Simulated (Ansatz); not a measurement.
# Stack of 1T-HfO2 under 2H-MoS2, upper layer turned by 180° in a perpendicular field, part 2 of 3

Aim: how the stack of 1T-HfO2 under 2H-MoS2, upper layer turned by 180° screens a field along its normal, and what the field does to its bands. A positive field points along +c.

Ansatz 0.2.0; plane-wave DFT, PBE-D4, Ansatz PAW (the session's first sound run).

So far. Step 2 (Relaxation): The lattice constant a goes from 3.210 to 3.206 Å.

**3. Single point, field 0**

A sawtooth potential applies the field, turning back in the middle of the vacuum. With the dipole correction the typed value is the field outside the slab. The induced dipole is small, so the SCF threshold is tight.

The cell differs from the one that the last finished run ended in (c 41.262 → 25.919 Å).

The input, input.yaml:

```yaml
crystal:
  lattice:
    - [3.2064426997, 0.0, 0.0]
    - [-1.6032213499, 2.7768608338, 0.0]
    - [0.0, 0.0, 25.9192405743]
  atoms:
    - { symbol: O, position: [0.6666666667, 0.3333333333, 0.3472323957] }
    - { symbol: Hf, position: [0.0, 0.0, 0.3853655831] }
    - { symbol: O, position: [0.3333333333, 0.6666666667, 0.4232521913] }
    - { symbol: S, position: [0.0, 0.0, 0.5333981598] }
    - { symbol: Mo, position: [0.3333333333, 0.6666666667, 0.5930161186] }
    - { symbol: S, position: [0.0, 0.0, 0.6527676043] }
kpoints:
  mp_grid: { grid: [18, 18, 1] }
  band_path:
    path: [[0, 0, 0], [0.5, 0, 0], [0.33333333, 0.33333333, 0], [0, 0, 0]]
    npoints: 16
hamiltonian:
  xc: pbe
  dispersion: d4
scf:
  occupations: { method: fermi_dirac, width: 0.05 }
  convergence: { dr2_threshold: 1.0e-10 }
efield:
  axis: 3
  dipole_correction: true
  ramp_position: 0.97
  ramp_width: 0.06
  amplitude: 0
output:
  dos: { projected: true, e_range: [-6, 5] }
  bader: true
  write_potential: true
  write_density: true
  volumetric_format: npy
  elf: true
```

The run is started by

```console
> ansatz run input.yaml --threads 4 --pin off --max-ram 6144MiB --backend cpu --events-out ev --progress --plain --runs-dir out
```

Numbers of over 12 decimals in the logs are rounded to 6 here.

The log of the run:

```text
[...]
Crystal: 6 atoms, lattice volume = 230.781 Å³
Basis set: ecut = 420 eV, 4575 PW (Γ)
Bands: 39, of which v1, the nominal top of the filled ones, is band 32 counted from 1 (31 counted from 0)
Symmetry: 6 space group operations
[...]
k-points: 37 of 324 (time reversal used)
[...]
SCF iter   1: F=—  HF=-23625.226721 eV  |F-HF|=—  |Δ(HF+E_count)|=         —  Δρ=2.94e-3  dr2=1.95e-2  ethr=1.77e-3  p=0.022 e·Å  D=1.73e-2 V/Å  ΔV_dip=-0.45 eV  dr2_dipole=4.31e-3  V_vac-E_F(+/−)=5.12/5.57 eV  ⟨swp⟩=10.6  Hψ=7137  notcnv=0
efield: sawtooth ramp at fractional position 0.9700 (set: `efield.ramp_position`, or a place that a band, a saddle search or an elastic batch's reference lends), width 0.0600; the density the first Hamiltonian is built on has a dipole p = 0.022 e·Å; the dipole correction subtracts the counter field D = 1.73e-2 V/Å, which shifts the + side's vacuum level by -0.45 eV against the − side's; the planar-averaged density in the ramp window peaks in size at 1.5e-5 e/Å³
[...]
SCF iter   2: F=—  HF=-23625.233904 eV  |F-HF|=—  |Δ(HF+E_count)|=   7.18e-3  Δρ=1.79e-3  dr2=1.49e-2  ethr=3.05e-5  p=0.004 e·Å  D=2.78e-3 V/Å  ΔV_dip=-0.07 eV  dr2_dipole=2.21e-3  V_vac-E_F(+/−)=5.21/5.28 eV  ⟨swp⟩=2.2  Hψ=3018  notcnv=0  defer=39
[...]
SCF iter  13: F=-23625.235105 eV  HF=-23625.235105 eV  |F-HF|=9.46e-11  |Δ(HF+E_count)|=  1.24e-10  Δρ=7.12e-8  dr2=1.27e-11  ethr=1.00e-12  p=0.005 e·Å  D=4.12e-3 V/Å  ΔV_dip=-0.11 eV  dr2_dipole=3.57e-13  V_vac-E_F(+/−)=5.10/5.21 eV  ⟨swp⟩=8.4  Hψ=4635  notcnv=0
SCF 1 converged in 13 iterations: F = -23625.235105 eV  dr2 = 1.27e-11
[...]
NSCF: frozen V_eff on 49 k-points
efield: sawtooth ramp at fractional position 0.9700 (kept from the solve that this one continues, or follows in the run), width 0.0600; the density the first Hamiltonian is built on has a dipole p = 0.005 e·Å; the dipole correction subtracts the counter field D = 4.12e-3 V/Å, which shifts the + side's vacuum level by -0.11 eV against the − side's; the planar-averaged density in the ramp window peaks in size at 1.2e-6 e/Å³
[...]
SCF converged after 13 iterations
Free energy (F): -23625.235105 eV
[...]
Internal energy: -23625.235105 eV  (E = F + TS)
E sigma→0 (E₀):  -23625.235105 eV
Entropy (-TS):   -0.000000 eV (-0.000 meV/atom)
Fermi energy:    1.851178 eV
Dipole field:    D = 0.004117 V/Å  (p = 0.005251 e·Å, saw-weighted, corrected)
Work function:   Φ+ = 5.1034 eV   Φ− = 5.2101 eV
Levels:          The Fermi level and band energies are counted from a zero that moves with the ramp; work functions are not
[...]
--- Band table (eV; the first three rows and the last of 37) ---
  k-point 0: bands = [... 28 lower, -0.6046, -0.6046, -0.4689, 1.1423, 3.6859, 3.6859, 3.9690, 3.9690, ... 3 higher]
  k-point 1: bands = [... 28 lower, -0.9000, -0.6774, -0.2107, 1.1123, 3.6217, 3.7686, 3.8506, 3.9177, ... 3 higher]
  k-point 2: bands = [... 28 lower, -1.1605, -0.8717, -0.0152, 1.0027, 3.5142, 3.5923, 3.7778, 3.9880, ... 3 higher]
  k-point 36: bands = [... 28 lower, -1.7093, -1.6202, -1.0539, 0.9394, 2.5279, 4.1062, 4.1754, 4.6287, ... 3 higher]
--- Bader charges: 6 sites ---
  site symbol  charge [e]  shift [e]
     0      O     -1.2944     0.0029
     1     Hf      2.5889     0.0059
     2      O     -1.2985     0.0030
     3      S     -0.6207     0.0010
     4     Mo      1.2492     0.0019
     5      S     -0.6245     0.0009
  estimated error of the sums over rays = 5.2e-4 e
```

It took 29 s on 4 threads of Arm Neoverse V1, shared host; peak memory 0.76 GiB.

Numbers from this step:

```yaml
dipole_along_the_normal: 0.005251 e·Å
gap_along_the_path: 1.386 eV
smallest_direct_gap_along_the_path: 1.588 eV
step_between_the_vacuum_levels: -0.1067 eV
ionisation_energy_upper_face: 5.812 eV
electron_affinity_upper_face: 4.427 eV
ionisation_energy_lower_face: 5.919 eV
gap_the_smaller_of_path_and_mesh: 1.386 eV
```

Running mean over a fixed 2.7 Å (it still follows the layers) of the planar mean; the ramp of the sawtooth is left out. Electron's electrostatic potential energy less the Fermi level against z:

| z (Å) | electron's electrostatic potential energy less the Fermi level (eV) |
| --- | --- |
| 3.5 | 5.21 |
| 4.0 | 5.21 |
| 4.5 | 5.21 |
| 5.0 | 5.21 |
| 5.5 | 5.21 |
| 6.0 | 5.20 |
| 6.5 | 5.16 |
| 7.0 | 4.92 |
| 7.5 | 3.58 |
| 8.0 | 0.783 |
| 8.5 | -2.66 |
| 9.0 | -6.19 |
| 9.5 | -9.34 |
| 10.0 | -10.8 |
| 10.5 | -9.22 |
| 11.0 | -6.12 |
| 11.5 | -2.82 |
| 12.0 | -0.466 |
| 12.5 | 0.0194 |
| 13.0 | -1.15 |
| 13.5 | -3.43 |
| 14.0 | -7.23 |
| 14.5 | -10.6 |
| 15.0 | -11.4 |
| 15.5 | -11.3 |
| 16.0 | -11.3 |
| 16.5 | -9.12 |
| 17.0 | -5.10 |
| 17.5 | -2.01 |
| 18.0 | 0.297 |
| 18.5 | 2.73 |
| 19.0 | 4.48 |
| 19.5 | 4.97 |
| 20.0 | 5.08 |
| 20.5 | 5.10 |
| 21.0 | 5.10 |
| 21.5 | 5.10 |
| 22.0 | 5.10 |
| 22.5 | 5.10 |

The density of states has structure finer than the step of the table below, so its rows give means over 0.2 eV, whole bins alone (the curve runs from -6 to 2.66 eV). Peaks (eV: height): -5.61: 19.4, -4.29: 11.4, -4.07: 9.05, -3.82: 11.9, -3.22: 8.88, 1.28: 17.1, 1.58: 14.6.

Density of states against energy, zero at the Fermi level of the run, which the smearing sets inside the gap; means over each step:

energy (eV), density of states (states/eV a cell) and a bar:
```
     -5.8        5.5 ###################
     -5.6        8.3 #############################
     -5.4        5.5 ###################
     -5.2        1.3 ####
     -5.0        5.3 ###################
     -4.8        3.9 ##############
     -4.6        5.6 ###################
     -4.4        2.4 ########
     -4.2        8.2 #############################
     -4.0        7.5 ##########################
     -3.8        8.6 ##############################
     -3.6        4.7 ################
     -3.4        3.7 #############
     -3.2        5.0 ##################
     -3.0        5.3 ###################
     -2.8        5.4 ###################
     -2.6        4.1 ##############
     -2.4        2.5 #########
     -2.2        2.2 ########
     -2.0        1.9 #######
     -1.8        2.6 #########
     -1.6        3.7 #############
     -1.4        2.5 #########
     -1.2        1.6 ######
     -1.0        1.0 ###
     -0.8        0.6 ##
     -0.6        0.0 
     -0.4        0.0 
     -0.2        0.0 
      0.0        0.0 
      0.2        0.0 
      0.4        0.0 
      0.6        0.0 
      0.8        0.4 #
      1.0        0.6 ##
      1.2        5.6 ####################
      1.4        2.7 ##########
      1.6        6.7 ########################
      1.8        4.6 ################
      2.0        2.8 ##########
      2.2        5.1 ##################
      2.4        5.3 ###################
```

Projected DOS per atom over height of the atomic layer and energy from the Fermi level. Layers: O Hf O S Mo S from below.

Ten even steps from '_' (0.00 states/eV) to '@' (3.18 states/eV), each cell a mean:
```
__%%__..--..
__::__..==..
______::@@::
______..%%::
________..__
____________
____________
____________
____________
________::__
______..**..
______::..::
______--__--
..__..--::==
++__++..::..
::__::..::..
++..++------
++..++::::--
::__..------
..__::......
==::==......
--::--::----
```
Columns: height of the atomic layer (Å) from 9 to 16.9 (not evenly spaced); rows upwards: energy from the Fermi level (eV) from -5.96 to 2.59.

The electronic bands at the labelled points (eV, zero at the Fermi level of the run, which the smearing sets inside the gap):

| point | band 29 | band 30 | band 31 | band 32 | band 33 | band 34 | band 35 | band 36 |
| --- | --- | --- | --- | --- | --- | --- | --- | --- |
| Γ | -2.46 | -2.46 | -2.32 | -0.71 | 1.83 | 1.83 | 2.12 | 2.12 |
| halfway | -2.85 | -2.76 | -2.09 | -1.54 | 1.38 | 1.46 | 2.01 | 2.31 |
| M | -3.22 | -2.63 | -1.93 | -1.49 | 1.28 | 1.80 | 2.08 | 3.00 |
| halfway | -3.33 | -3.19 | -2.65 | -1.22 | 1.16 | 2.05 | 2.44 | 2.66 |
| K | -3.56 | -3.47 | -2.91 | -0.91 | 0.68 | 2.26 | 2.32 | 2.78 |
| halfway | -2.91 | -2.75 | -1.87 | -1.64 | 1.12 | 1.59 | 1.79 | 2.81 |
| Γ | -2.46 | -2.46 | -2.32 | -0.71 | 1.83 | 1.83 | 2.12 | 2.12 |

Valence density in the ca plane at fractional y = 1.000, with atoms of Hf and S within 0.2 Å of it. It is the smooth field of the valence electrons, not physical close to the nuclei.

Values in e/Å³, 5 rows by 16 columns, each cell a mean:
```
 0  0  0  0  0 12  3  0  0  1  1  0  1  1  0  0
 0  0  0  0  0  1  0  0  0  0  0  0  0  0  0  0
 0  0  0  0  0  0  0  0  0  0  0  1  0  0  0  0
 0  0  0  0  0  2  1  0  0  1  0  0  1  0  0  0
 0  0  0  0  0 17  5  0  0  1  1  0  1  1  0  0
```
Columns run along c (16.0 Å, from fractional 0.17 to 0.79 of the cell), rows up along a (3.2 Å). Atoms in or near the plane, at fractional coordinates: Hf at (0.39, 0.00), S at (0.53, 0.00), S at (0.65, 0.00).

ELF in the ca plane at fractional y = 1.000, with atoms of Hf and S within 0.2 Å of it. It is the smooth field of the valence electrons, not physical close to the nuclei.

Values, 5 rows by 16 columns, each cell a mean:
```
0.00 0.00 0.00 0.00 0.00 0.00 0.02 0.14 0.75 0.42 0.05 0.76 0.59 0.56 0.43 0.56
0.00 0.00 0.00 0.00 0.00 0.01 0.13 0.39 0.23 0.30 0.21 0.32 0.64 0.34 0.26 0.62
0.00 0.00 0.00 0.00 0.00 0.01 0.21 0.62 0.22 0.51 0.33 0.06 0.24 0.20 0.24 0.24
0.00 0.00 0.00 0.00 0.00 0.00 0.09 0.26 0.36 0.26 0.14 0.48 0.76 0.44 0.31 0.75
0.00 0.00 0.00 0.00 0.00 0.00 0.01 0.15 0.80 0.49 0.05 0.82 0.42 0.56 0.44 0.39
```
Columns run along c (16.0 Å, from fractional 0.06 to 0.67 of the cell), rows up along a (3.2 Å). Atoms in or near the plane, at fractional coordinates: Hf at (0.39, 0.00), S at (0.53, 0.00), S at (0.65, 0.00).

Electrostatic potential energy in the ca plane at fractional y = 1.000, with atoms of Hf and S within 0.2 Å of it. With pseudopotentials it is smooth inside the atoms' cores, unlike the true potential.

Values in eV, 5 rows by 16 columns, each cell a mean:
```
  7   5 -12 -36 -13   5  -9 -31  -3  -8 -32  -3   7   7   7   7
  7   6   0 -11  -1   6   4  -3  -5  -4  -3   5   7   7   7   7
  7   7   3  -1   2   6   6   3 -10  -7   3   6   7   7   7   7
  7   6  -3 -20  -4   6   1 -12  -3  -3 -12   3   7   7   7   7
  7   5 -15 -36 -16   4 -12 -32  -5 -10 -33  -5   7   7   7   7
```
Columns run along c (16.0 Å, from fractional 0.25 to 0.87 of the cell; values clipped at the 3rd and 97th percentile), rows up along a (3.2 Å). Atoms in or near the plane, at fractional coordinates: Hf at (0.39, 0.00), S at (0.53, 0.00), S at (0.65, 0.00).

The gap is 1.39 eV, with the valence edge 5.81 eV and the conduction edge 4.43 eV under the upper vacuum level. Spin-orbit coupling, left out in this run, matters for the bands of elements this heavy.

**4. Atoms held, field 0.1 V/Å**

Edit input.yaml of step 3 so:

```diff
@@ -28,6 +28,4 @@
   ramp_width: 0.06
-  amplitude: 0
+  amplitude: 0.1
 output:
-  dos: { projected: true, e_range: [-6, 5] }
-  bader: true
   write_potential: true
@@ -35,2 +33 @@
   volumetric_format: npy
-  elf: true
```

The log of the run:

```text
[...]
Crystal: 6 atoms, lattice volume = 230.781 Å³
Basis set: ecut = 420 eV, 4575 PW (Γ)
Bands: 39, of which v1, the nominal top of the filled ones, is band 32 counted from 1 (31 counted from 0)
Symmetry: 6 space group operations
[...]
k-points: 37 of 324 (time reversal used)
[...]
k-point 0: bands = [... 28 lower, -0.5264, -0.5264, -0.4043, 1.2180, 3.7635, 3.7635, 4.0451, 4.0451, ... 3 higher]
  k-point 1: bands = [... 28 lower, -0.8374, -0.5993, -0.1378, 1.1881, 3.6998, 3.8461, 3.9280, 3.9952, ... 3 higher]
  k-point 2: bands = [... 28 lower, -1.1454, -0.7936, 0.0595, 1.0788, 3.5948, 3.6684, 3.8557, 4.0660, ... 3 higher]
  k-point 36: bands = [... 28 lower, -1.6620, -1.6547, -0.9868, 1.0176, 2.6060, 4.1571, 4.1845, 4.6713, ... 3 higher]
[key lines of the parts left out:]
SCF converged after 16 iterations
Free energy (F): -23625.237611 eV
Fermi energy:    1.928151 eV
Dipole field:    D = 0.035181 V/Å  (p = 0.044869 e·Å, saw-weighted, corrected)
```

Wall time 21 s (4 threads); peak memory 0.75 GiB; 81 s of CPU time.

The dipole is 0.0449 e·Å, 0.0396 e·Å from its value without field, and the gap 1.388 eV.

**5. Atoms held, field -0.1 V/Å**

Edit input.yaml of step 4 so:

```diff
@@ -28,3 +28,3 @@
   ramp_width: 0.06
-  amplitude: 0.1
+  amplitude: -0.1
 output:
```

The log of the run:

```text
[...]
Crystal: 6 atoms, lattice volume = 230.781 Å³
Basis set: ecut = 420 eV, 4575 PW (Γ)
Bands: 39, of which v1, the nominal top of the filled ones, is band 32 counted from 1 (31 counted from 0)
Symmetry: 6 space group operations
[...]
k-points: 37 of 324 (time reversal used)
[...]
k-point 0: bands = [... 28 lower, -0.6834, -0.6834, -0.5312, 1.0663, 3.6071, 3.6071, 3.8913, 3.8913, ... 3 higher]
  k-point 1: bands = [... 28 lower, -0.9583, -0.7561, -0.2831, 1.0364, 3.5425, 3.6898, 3.7723, 3.8394, ... 3 higher]
  k-point 2: bands = [... 28 lower, -1.1596, -0.9503, -0.0900, 0.9266, 3.4316, 3.5163, 3.6989, 3.9094, ... 3 higher]
  k-point 36: bands = [... 28 lower, -1.7544, -1.5835, -1.1154, 0.8605, 2.4491, 4.0272, 4.1759, 4.6020, ... 3 higher]
[key lines of the parts left out:]
SCF converged after 16 iterations
Free energy (F): -23625.236561 eV
Fermi energy:    1.773754 eV
Dipole field:    D = -0.026955 V/Å  (p = -0.034378 e·Å, saw-weighted, corrected)
```

Elapsed: 20 s, on 4 threads; peak memory 0.75 GiB; 79 s of CPU time.

The dipole is -0.0344 e·Å, -0.0396 e·Å from its value without field, and the gap 1.383 eV.

**6. Atoms held, field 0.2 V/Å**

Edit input.yaml of step 5 so:

```diff
@@ -28,3 +28,3 @@
   ramp_width: 0.06
-  amplitude: -0.1
+  amplitude: 0.2
 output:
```

The log of the run:

```text
[...]
Crystal: 6 atoms, lattice volume = 230.781 Å³
Basis set: ecut = 420 eV, 4575 PW (Γ)
Bands: 39, of which v1, the nominal top of the filled ones, is band 32 counted from 1 (31 counted from 0)
Symmetry: 6 space group operations
[...]
k-points: 37 of 324 (time reversal used)
[...]
k-point 0: bands = [... 28 lower, -0.4490, -0.4490, -0.3384, 1.2934, 3.8398, 3.8398, 4.1151, 4.1151, ... 3 higher]
  k-point 1: bands = [... 28 lower, -0.7719, -0.5218, -0.0649, 1.2635, 3.7765, 3.9220, 4.0040, 4.0715, ... 3 higher]
  k-point 2: bands = [... 28 lower, -1.1146, -0.7162, 0.1338, 1.1545, 3.6731, 3.7448, 3.9323, 4.1434, ... 3 higher]
  k-point 36: bands = [... 28 lower, -1.7059, -1.5938, -0.9168, 1.0950, 2.6834, 4.1263, 4.2619, 4.7248, ... 3 higher]
[key lines of the parts left out:]
SCF converged after 16 iterations
Free energy (F): -23625.244078 eV
Fermi energy:    2.004581 eV
Dipole field:    D = 0.066247 V/Å  (p = 0.084490 e·Å, saw-weighted, corrected)
```

Run time: 21 s. Hardware: 4 threads; peak memory 0.74 GiB; 82 s of CPU time.

The dipole is 0.0845 e·Å, 0.0792 e·Å from its value without field, and the gap 1.390 eV.

**7. Atoms held, field -0.2 V/Å**

Edit input.yaml of step 6 so:

```diff
@@ -28,3 +28,3 @@
   ramp_width: 0.06
-  amplitude: 0.2
+  amplitude: -0.2
 output:
```

The log of the run:

```text
[...]
Crystal: 6 atoms, lattice volume = 230.781 Å³
Basis set: ecut = 420 eV, 4575 PW (Γ)
Bands: 39, of which v1, the nominal top of the filled ones, is band 32 counted from 1 (31 counted from 0)
Symmetry: 6 space group operations
[...]
k-points: 37 of 324 (time reversal used)
[...]
k-point 0: bands = [... 28 lower, -0.7626, -0.7626, -0.5904, 0.9901, 3.5274, 3.5274, 3.8126, 3.8126, ... 3 higher]
  k-point 1: bands = [... 28 lower, -1.0099, -0.8353, -0.3546, 0.9603, 3.4622, 3.6098, 3.6934, 3.7608, ... 3 higher]
  k-point 2: bands = [... 28 lower, -1.1454, -1.0289, -0.1646, 0.8503, 3.3474, 3.4405, 3.6190, 3.8304, ... 3 higher]
  k-point 36: bands = [... 28 lower, -1.7861, -1.5570, -1.1668, 0.7810, 2.3696, 3.9474, 4.1556, 4.5939, ... 3 higher]
[key lines of the parts left out:]
SCF converged after 18 iterations
Free energy (F): -23625.241980 eV
Fermi energy:    1.695925 eV
Dipole field:    D = -0.058035 V/Å  (p = -0.074016 e·Å, saw-weighted, corrected)
```

Wall time 22 s (4 threads); peak memory 0.75 GiB; 86 s of CPU time.

The dipole is -0.0740 e·Å, -0.0793 e·Å from its value without field, and the gap 1.379 eV.

**8. Single point, field 0.35 V/Å**

Edit input.yaml of step 7 so:

```diff
@@ -28,4 +28,6 @@
   ramp_width: 0.06
-  amplitude: -0.2
+  amplitude: 0.35
 output:
+  dos: { projected: true, e_range: [-6, 5] }
+  bader: true
   write_potential: true
@@ -33 +35,2 @@
   volumetric_format: npy
+  elf: true
```

The log of the run:

```text
[...]
Crystal: 6 atoms, lattice volume = 230.781 Å³
Basis set: ecut = 420 eV, 4575 PW (Γ)
Bands: 39, of which v1, the nominal top of the filled ones, is band 32 counted from 1 (31 counted from 0)
Symmetry: 6 space group operations
[...]
k-points: 37 of 324 (time reversal used)
[...]
k-point 36: bands = [... 28 lower, -1.7712, -1.4956, -0.8091, 1.2096, 2.7979, 4.0656, 4.3763, 4.8166, ... 3 higher]
--- Bader charges: 6 sites ---
  site symbol  charge [e]  shift [e]
     0      O     -1.3039     0.0029
     1     Hf      2.5884     0.0059
     2      O     -1.2928     0.0030
     3      S     -0.6325     0.0010
     4     Mo      1.2493     0.0019
     5      S     -0.6085     0.0010
  estimated error of the sums over rays = 7.4e-4 e
[key lines of the parts left out:]
SCF converged after 16 iterations
Free energy (F): -23625.261210 eV
Fermi energy:    2.118075 eV
Dipole field:    D = 0.112864 V/Å  (p = 0.143944 e·Å, saw-weighted, corrected)
```

Wall time 31 s (4 threads); peak memory 0.74 GiB.

The dipole is 0.144 e·Å, 0.139 e·Å from its value without field, and the gap 1.392 eV.

[end of part 2 of 3]

[Logs are printed without paths, hosts, clocks, repeated set-up lines and the standing remarks that a program may print on its own settings, such as how far it seeks lower states.]

[Hosts, paths, dates, database ids (printed as entryN), source tags and the programs' standing remarks are cut or masked in the printed files.]

[Maps of the electrostatic potential energy from Ansatz leave out the sawtooth potential of an applied field or a dipole correction, so their vacuum need not be flat; planar profiles and work functions include it.]

[The density of states shown here was stored with 400 of the rows of the run's finer table, so its peaks can read low, often by over a quarter, or be missed, and its means over a window can be off by a tenth or more.]
